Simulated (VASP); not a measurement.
# NbH2 (Fm-3m) in VASP: single point with PBEsol+U

Aim: the single point of NbH2 with PBEsol+U.

All numbers are computed with VASP 6.6.1; they aren't measurements. Logs are shortened: lines on timing, memory, paths and dates and some standing lists are left out, and cuts for length are marked.

**1. The crystal as given**

The structure is cubic, space group Fm-3m (No. 225). The conventional cell has a = 4.563 Å, b = 4.563 Å, c = 4.563 Å, α = 90.00°, β = 90.00°, γ = 90.00°. Nb (site symmetry m-3m) has 8 H at 1.98 Å as nearest neighbours. H (site symmetry -43m) has 4 Nb at 1.98 Å as nearest neighbours.

**2. Single point, PBEsol+U, non-collinear spin, zero start, spin-orbit coupling**

INCAR

```
SYSTEM = NbH2
PREC     = Accurate       ! precision mode
ENCUT    = 520            ! plane-wave cutoff, eV
EDIFF    = 1E-6           ! SCF threshold, eV
ISMEAR   = 0              ! smearing method
SIGMA    = 0.1            ! smearing width, eV
LREAL    = .FALSE.        ! projectors in reciprocal space
LASPH    = .TRUE.         ! aspherical terms in the spheres
NELM     = 150            ! most SCF steps
ALGO     = Normal         ! electronic algorithm
ISIF     = 2              ! what is computed and relaxed
LWAVE    = .FALSE.        ! write WAVECAR
LCHARG   = .TRUE.         ! write CHGCAR
MAGMOM   = 0 0 0 0 0 0 0 0 0 ! initial moments
LORBIT   = 11             ! projections on sites
LSORBIT  = .TRUE.         ! spin-orbit coupling
GGA_COMPAT= .FALSE.      
LORBMOM  = .TRUE.       
LMAXMIX  = 4              ! l up to which the mixer works
LDAU     = .TRUE.         ! DFT+U
LDAUTYPE = 2            
LDAUL    = 2 -1           ! shell
LDAUU    = 8 0            ! U, eV
LDAUJ    = 0 0          
LDAUPRINT= 1            
GGA      = PS             ! functional
LVHAR    = .TRUE.       
NBANDS   = 28             ! bands
```

KPOINTS

```
regular mesh
0
G
  9 9 9
  0 0 0
```

POSCAR

```
NbH2
1.0
    0.0000000000      2.2815000000      2.2815000000
    2.2815000000      0.0000000000      2.2815000000
    2.2815000000      2.2815000000      0.0000000000
Nb H
1 2
Direct
    0.0000000000      0.0000000000      0.0000000000
    0.7500000000      0.7500000000      0.7500000000
    0.2500000000      0.2500000000      0.2500000000
```

Potentials or basis: VASP PAW PBE potentials, release 64 (Nb_sv, H).

The run is started by

```bash
$ cat potpaw_PBE.64/Nb_sv/POTCAR potpaw_PBE.64/H/POTCAR > POTCAR
$ mpirun -np 1 vasp_ncl > vasp.out
```

OUTCAR:

```text
SYSTEM = NbH2
   PREC = Accurate
   ENCUT = 520
   EDIFF = 1E-6
   ISMEAR = 0
   LREAL = .FALSE.
   LASPH = .TRUE.
   NELM = 150
   ISIF = 2
   LORBIT = 11
   LSORBIT = .TRUE.
   GGA = PS

 ion  position               nearest neighbor table
   1  0.000  0.000  0.000-
   2  0.750  0.750  0.750-
   3  0.250  0.250  0.250-

  LATTYP: Found a face centered cubic cell.
 ALAT       =     4.5630000000

  Lattice vectors:

 A1 = (   0.0000000000,   2.2815000000,   2.2815000000)
 A2 = (   2.2815000000,   0.0000000000,   2.2815000000)
 A3 = (   2.2815000000,   2.2815000000,   0.0000000000)

Analysis of symmetry for initial positions (statically):
=====================================================================
 Subroutine PRICEL returns:
 Original cell was already a primitive cell.

 Routine SETGRP: Setting up the symmetry group for a
 face centered cubic supercell.

 Subroutine GETGRP returns: Found 48 space group operations
 (whereof 48 operations were pure point group operations)
 out of a pool of 48 trial point group operations.

The static configuration has the point symmetry O_h .

Analysis of symmetry for dynamics (positions and initial velocities):
=====================================================================
 Subroutine PRICEL returns:
 Original cell was already a primitive cell.

 Routine SETGRP: Setting up the symmetry group for a
 face centered cubic supercell.

 Subroutine GETGRP returns: Found 48 space group operations
 (whereof 48 operations were pure point group operations)
 out of a pool of 48 trial point group operations.

The dynamic configuration has the point symmetry O_h .

Analysis of structural, dynamic, and magnetic symmetry:
=====================================================================
 Subroutine PRICEL returns:
 Original cell was already a primitive cell.

 Routine SETGRP: Setting up the symmetry group for a
 face centered cubic supercell.

 Subroutine GETGRP returns: Found 48 space group operations
 (whereof 48 operations were pure point group operations)
 out of a pool of 48 trial point group operations.

The overall configuration has the point symmetry O_h .

 Subroutine INISYM returns: Found 48 space group operations
 (whereof 48 operations are pure point group operations),
 and found     1 'primitive' translations

----------------------------------------------------------------------------------------

                                     Primitive cell
[... 950 lines left out ...]
      0.00000      0.00000      0.00000         0.000000      0.000000      0.000000
      3.42225      3.42225      3.42225        -0.000000     -0.000000     -0.000000
      1.14075      1.14075      1.14075         0.000000      0.000000     -0.000000
 -----------------------------------------------------------------------------------
    total drift:                               -0.000000      0.000000     -0.000000

  FREE ENERGIE OF THE ION-ELECTRON SYSTEM (eV)
  ---------------------------------------------------
  free  energy   TOTEN  =       -11.5918175253 eV

  energy  without entropy=      -11.5858707066  energy(sigma->0) =      -11.58884412

 orbital moment (x)

 # of ion     p       d       tot
 ----------------------------------------
  1         0.000  -0.000  -0.000
  2         0.000   0.000   0.000
  3         0.000   0.000   0.000
 ----------------------------------------
            0.000  -0.000   0.000

 orbital moment (y)

 # of ion     p       d       tot
 ----------------------------------------
  1         0.000   0.000   0.000
  2         0.000   0.000   0.000
  3        -0.000   0.000  -0.000
 ----------------------------------------
           -0.000   0.000   0.000

 orbital moment (z)

 # of ion     p       d       tot
 ----------------------------------------
  1         0.000   0.000   0.000
  2         0.000   0.000   0.000
  3         0.000   0.000   0.000
 ----------------------------------------
            0.000   0.000   0.000

 Spin-Orbit-Coupling matrix elements

 Ion:    1  E_soc:     -0.1798185
 l=   1
     0.0000000    -0.0264558    -0.0264558
    -0.0264558     0.0000000    -0.0264558
    -0.0264558    -0.0264558     0.0000000
 l=   2
     0.0000000    -0.0004126     0.0000000    -0.0004126    -0.0031013
    -0.0004126     0.0000000    -0.0023260    -0.0004126    -0.0007753
     0.0000000    -0.0023260     0.0000000    -0.0023260     0.0000000
    -0.0004126    -0.0004126    -0.0023260     0.0000000    -0.0007753
    -0.0031013    -0.0007753     0.0000000    -0.0007753     0.0000000
 l=   3
     0.0000000     0.0000000     0.0000000     0.0000000     0.0000000     0.0000000     0.0000000
     0.0000000     0.0000000     0.0000000     0.0000000     0.0000000     0.0000000     0.0000000
     0.0000000     0.0000000     0.0000000     0.0000000     0.0000000     0.0000000     0.0000000
     0.0000000     0.0000000     0.0000000     0.0000000     0.0000000     0.0000000     0.0000000
[... 29 lines left out ...]
 l=   2
     0.0000000     0.0000000     0.0000000     0.0000000     0.0000000
     0.0000000     0.0000000     0.0000000     0.0000000     0.0000000
     0.0000000     0.0000000     0.0000000     0.0000000     0.0000000
     0.0000000     0.0000000     0.0000000     0.0000000     0.0000000
     0.0000000     0.0000000     0.0000000     0.0000000     0.0000000
 l=   3
     0.0000000     0.0000000     0.0000000     0.0000000     0.0000000     0.0000000     0.0000000
     0.0000000     0.0000000     0.0000000     0.0000000     0.0000000     0.0000000     0.0000000
     0.0000000     0.0000000     0.0000000     0.0000000     0.0000000     0.0000000     0.0000000
     0.0000000     0.0000000     0.0000000     0.0000000     0.0000000     0.0000000     0.0000000
     0.0000000     0.0000000     0.0000000     0.0000000     0.0000000     0.0000000     0.0000000
     0.0000000     0.0000000     0.0000000     0.0000000     0.0000000     0.0000000     0.0000000
     0.0000000     0.0000000     0.0000000     0.0000000     0.0000000     0.0000000     0.0000000

 total charge

# of ion       s       p       d       tot
------------------------------------------
    1        2.148   6.039   1.988  10.176
    2        0.583   0.029   0.000   0.612
    3        0.583   0.029   0.000   0.612
--------------------------------------------------
tot          3.313   6.097   1.988  11.399

 magnetization (x)

# of ion       s       p       d       tot
------------------------------------------
    1        0.000   0.000   0.000   0.000
    2       -0.000   0.000   0.000   0.000
    3       -0.000  -0.000   0.000  -0.000
--------------------------------------------------
tot         -0.000  -0.000   0.000  -0.000

 magnetization (y)

# of ion       s       p       d       tot
------------------------------------------
    1        0.000   0.000   0.000   0.000
    2        0.000   0.000   0.000   0.000
    3       -0.000   0.000   0.000  -0.000
--------------------------------------------------
tot         -0.000   0.000   0.000  -0.000

 magnetization (z)

# of ion       s       p       d       tot
------------------------------------------
    1        0.000   0.000   0.000   0.000
    2        0.000   0.000   0.000   0.000
    3       -0.000   0.000   0.000   0.000
--------------------------------------------------
tot         -0.000   0.000   0.000   0.000
```

OSZICAR:

```text
N       E                     dE             d eps       ncg     rms          rms(c)
DAV:   1     0.154686672674E+03    0.15469E+03   -0.78256E+03  1976   0.111E+03
DAV:   2    -0.399972382555E+01   -0.15869E+03   -0.15123E+03  2484   0.431E+02
DAV:   3    -0.130796184536E+02   -0.90799E+01   -0.88711E+01  3760   0.817E+01
DAV:   4    -0.133524431719E+02   -0.27282E+00   -0.27093E+00  2772   0.120E+01
DAV:   5    -0.133648535692E+02   -0.12410E-01   -0.12394E-01  3208   0.276E+00    0.664E+00
DAV:   6    -0.117863291549E+02    0.15785E+01   -0.17370E+00  2872   0.183E+01    0.285E+00
DAV:   7    -0.115845833786E+02    0.20175E+00   -0.86497E-01  3468   0.993E+00    0.142E+00
DAV:   8    -0.115913363599E+02   -0.67530E-02   -0.79344E-02  3088   0.333E+00    0.658E-01
DAV:   9    -0.115907626927E+02    0.57367E-03   -0.68979E-03  3192   0.133E+00    0.298E-01
DAV:  10    -0.115908292328E+02   -0.66540E-04   -0.16619E-03  3208   0.452E-01    0.982E-02
DAV:  11    -0.115911845304E+02   -0.35530E-03   -0.28320E-04  2968   0.214E-01    0.442E-02
DAV:  12    -0.115917132619E+02   -0.52873E-03   -0.84814E-04  2644   0.368E-01    0.566E-02
DAV:  13    -0.115917991756E+02   -0.85914E-04   -0.20662E-04  2880   0.190E-01    0.286E-02
DAV:  14    -0.115918171840E+02   -0.18008E-04   -0.76133E-05  2792   0.112E-01    0.955E-03
DAV:  15    -0.115918175253E+02   -0.34130E-06   -0.84272E-06  3232   0.334E-02
   1 F= -.11591818E+02 E0= -.11588844E+02  d E =-.594682E-02  mag=     0.0000     0.0000    -0.0000
```

stdout:

```text
POSCAR found type information on POSCAR NbH
 POSCAR found :  2 types and       3 ions
 scaLAPACK will be used
 -----------------------------------------------------------------------------
|                                                                             |
|                                                                             |
|     You enforced a specific xc type in the INCAR file but a different       |
|     I HOPE YOU KNOW WHAT YOU ARE DOING!                                     |
|                                                                             |
 -----------------------------------------------------------------------------

 LDA part: xc-table for (Slater+PW92), standard interpolation
 POSCAR, INCAR and KPOINTS ok, starting setup
 FFT: planning ... GRIDC
 FFT: planning ... GRID_SOFT
 FFT: planning ... GRID
 WAVECAR not read
 entering main loop
```

It took 71 s on 1 thread of Intel Xeon Platinum 8259CL at 2.50GHz (Skylake/Cascade Lake), shared host; peak memory 0.21 GiB.

Results:

| Property | Result |
| --- | --- |
| Free energy | -11.5918 eV |
| Pressure | 7.0 GPa |
| Net moment | 0.00 μB per cell |
| Valence electrons inside the program's atomic spheres | Nb 10.18; H 0.61 |

Moments on the atoms (μB; x, y, z):
```
Nb  0.00 0.00 0.00
H   0.00 0.00 0.00
H   0.00 0.00 0.00
```

Caveat: the PAW data sets were made with another functional, which shifts forces and pressure a little; the U is typed as a test and isn't derived for this compound. The state reached can hang on the start; a lower one may exist.
